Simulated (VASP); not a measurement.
# Settings for AlFe: energy along a vibration (SMASS = -2)

AlFe, atoms displaced along the mode, 2 atoms in the cell. R2SCAN, energy along a line of displacements; PAW potentials Fe, Al (PBE set). VASP 6.6.1.

Wanted: harmonic frequency within 1 %.

Mode: optical mode at Gamma along x; Step along the mode (Å): 0.02.

POSCAR:
```
AlFe
1.0
    2.9100000000      0.0000000000      0.0000000000
    0.0000000000      2.9100000000      0.0000000000
    0.0000000000      0.0000000000      2.9100000000
Fe Al
1 1
Direct
    0.4910444101      0.5000000000      0.5000000000
    0.0185358191      0.0000000000      0.0000000000

    0.0065151916   0.0000000000   0.0000000000
   -0.0134848084   0.0000000000   0.0000000000
```

## k mesh

| k mesh | Harmonic frequency (THz) | Time (s) |
|---|---|---|
| 3 × 3 × 3 | 9.026 | 212 |
| 4 × 4 × 4 | 10.14 | 102 |
| 5 × 5 × 5 | no result | 666 |
| 7 × 7 × 7 | 9.728 | 555 |
| 8 × 8 × 8 | 10.26 | 729 |
| 10 × 10 × 10 (reference) | 10.16 | 1322 |
| 13 × 13 × 13 | ran out of time | 2402 |

Chosen: 10 × 10 × 10; the next looser run is off by more than half of the tolerance, so convergence isn't shown beyond this value.

The chosen settings are those of the reference run.

## The input

INCAR:
```
  METAGGA = R2SCAN
  LMIXTAU = T
  PREC = Accurate
  ENCUT = 360
  EDIFF = 1E-7
  ALGO = Normal
  LREAL = F
  LASPH = T
  ISMEAR = 1
  SIGMA = 0.15
  ISYM = 0
  LWAVE = F
  LCHARG = F
  IBRION = 0
  SMASS = -2
  POTIM = 1
  NSW = 9
  NELMIN = 4
  IWAVPR = 11
  KPAR = 2
  ISPIN = 2
  MAGMOM = 3 0
```

KPOINTS:
```
Automatic mesh
0
Gamma
  10 10 10
  0 0 0
```

Commands:
```
cat potpaw_PBE.64/Fe/POTCAR potpaw_PBE.64/Al/POTCAR > POTCAR
mpirun -np 2 vasp_std > vasp.out
```

Limits: NELMIN = 4 forces that many electronic steps, so a loose EDIFF looks better here than it is.

The chosen input took VASP 6.6.1 1322 s on 2 cores (Intel Xeon 6975P-C (Granite Rapids)), a shared host.

## An input that fails: POTIM multiplies the typed steps tenfold

It runs to its end, but against the unchanged starting input it is off by 430 % in the harmonic frequency.

Changes against the starting input:
```
- POTIM = 1
+ POTIM = 10
```
